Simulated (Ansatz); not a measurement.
# SiC: the cost of one run

Method: DFT PBE, scalar-relativistic, plane waves, PAW, in Ansatz 0.2.0.

4 further runs of the same task are left out: 2 that didn't finish, 2 set aside as unsound or not needed.

## Step 1: The system as given

Symmetry: P6_3mc, No. 186, hexagonal system. Conventional cell: a = 3.094 Å, b = 3.094 Å, c = 10.129 Å, α = 90.00°, β = 90.00°, γ = 120.00°. Si (site symmetry 3m) has 4 C at 1.90 Å as nearest neighbours. Around Si (site symmetry 3m) lie 4 C at 1.89 to 1.90 Å. Around C (site symmetry 3m) lie 4 Si at 1.89 to 1.90 Å. C (site symmetry 3m) has 4 Si at 1.90 Å as nearest neighbours.

As a file:

```
Si C
1.0
     3.09412    0.00000    0.00000
    -1.54706    2.67959    0.00000
     0.00000    0.00000   10.12934
Si C
4 4
Cartesian
  1.5471 0.8932 9.4997
  0.0000 1.7864 4.4351
  0.0000 0.0000 6.9680
  0.0000 0.0000 1.9033
  1.5471 0.8932 7.5951
  0.0000 1.7864 2.5304
  0.0000 0.0000 5.0692
  0.0000 0.0000 0.0045
```

It goes back to an entry of the Materials Project.

It is the result of an earlier relaxation at this level (volume 10.50 Å³/atom; gap on the mesh: 2.22 eV).

## Step 2: Bands, states and charges

Input file input.yaml:

```yaml
crystal:
  lattice:
    - [3.0941201809, 0.0, 0.0]
    - [-1.5470600904, 2.679586679, 0.0]
    - [0.0, 0.0, 10.1293392004]
  atoms:
    - { symbol: Si, position: [0.6666666667, 0.3333333333, 0.9378441878] }
    - { symbol: Si, position: [0.3333333333, 0.6666666667, 0.4378441878] }
    - { symbol: Si, position: [0.0, 0.0, 0.6878995565] }
    - { symbol: Si, position: [0.0, 0.0, 0.1878995565] }
    - { symbol: C, position: [0.6666666667, 0.3333333333, 0.7498074458] }
    - { symbol: C, position: [0.3333333333, 0.6666666667, 0.2498074458] }
    - { symbol: C, position: [0.0, 0.0, 0.5004478099] }
    - { symbol: C, position: [0.0, 0.0, 0.0004478099] }
basis:
  ecutwfc: 420
kpoints:
  mp_grid: { grid: [12, 12, 4] }
  band_path:
    path:
      - [[0.0, 0.0, 0.0], [0.5, 0.0, 0.0], [0.33333333, 0.33333333, 0.0], [0.0, 0.0, 0.0], [0.0, 0.0, 0.5], [0.5, 0.0, 0.5], [0.33333333, 0.33333333, 0.5], [0.0, 0.0, 0.5]]
      - [[0.5, 0.0, 0.5], [0.5, 0.0, 0.0]]
      - [[0.33333333, 0.33333333, 0.5], [0.33333333, 0.33333333, 0.0]]
    npoints: 14
hamiltonian:
  xc: pbe
scf:
  occupations: { method: gaussian, width: 0.02 }
  n_extra_bands: 20
output:
  forces: true
  stress: true
  eigenvalues: true
  populations: true
  dos: { projected: true, de: 0.02, nscf_kmesh: { grid: [18, 18, 6] } }
  bader: true
  write_density: true
  write_potential: true
  elf: true
  volumetric_format: npy
```

Launch:

```sh
$ ansatz run input.yaml --threads 2 --pin off --max-ram 5120MiB --backend cpu --events-out ev --progress --plain --runs-dir out
```

Q: Estimate wall time and peak memory on 2 threads of Intel Xeon at 2.50GHz (Skylake/Cascade Lake), shared host.

About 2.6 min, with a peak of 0.54 GiB.
